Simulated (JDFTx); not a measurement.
# HfN under changes of volume

One of the cells (11.482 Å³/atom); the others are scaled copies at fixed shape and fractional positions:

```
Hf N
1.0
     0.00000    2.25600    2.25600
     2.25600    0.00000    2.25600
     2.25600    2.25600    0.00000
Hf N
1 1
Direct
  0.00000 0.00000 0.00000
  0.50000 0.50000 0.50000
```

- Program: JDFTx 1.7.0 (patched build)
- Functional: PBEsol
- Potentials or basis: PseudoDojo-SR-PBEsol-0.4.1-standard with smoothed tails
- Cutoff: 1143 eV
- Density cutoff: 9143 eV
- k mesh: 10 × 10 × 10
- Occupations: fermi-dirac, width 0.05 eV
- Spin: no spin polarisation

| volume (Å³/atom) | energy over the lowest point (meV/atom) | pressure (GPa) |
| --- | --- | --- |
| 10.793 | 27.66 | 16.7 |
| 11.023 | 9.00 | 9.5 |
| 11.252 | ? | ? |
| 11.482 | 0.00 | -2.8 |
| 11.712 | 7.78 | -8.0 |
| 11.941 | 22.65 | -12.7 |
| 12.171 | 43.89 | -16.9 |

What does the run at 11.252 Å³/atom give?

Energy over the lowest point 0.11 meV/atom; pressure 3.0 GPa.

Worked out: A Birch-Murnaghan fit of order 3 (a polynomial in V^(-2/3)) to the other rows has its minimum at 11.37 Å³/atom with B0 = V·E''(V) = 287 GPa and B' = 4.3. It gives 0.13 meV/atom at 11.252 Å³/atom, against the run's 0.11, and -dE/dV = 3.0 GPa, against 3.0.

Energies are extrapolated to zero smearing.
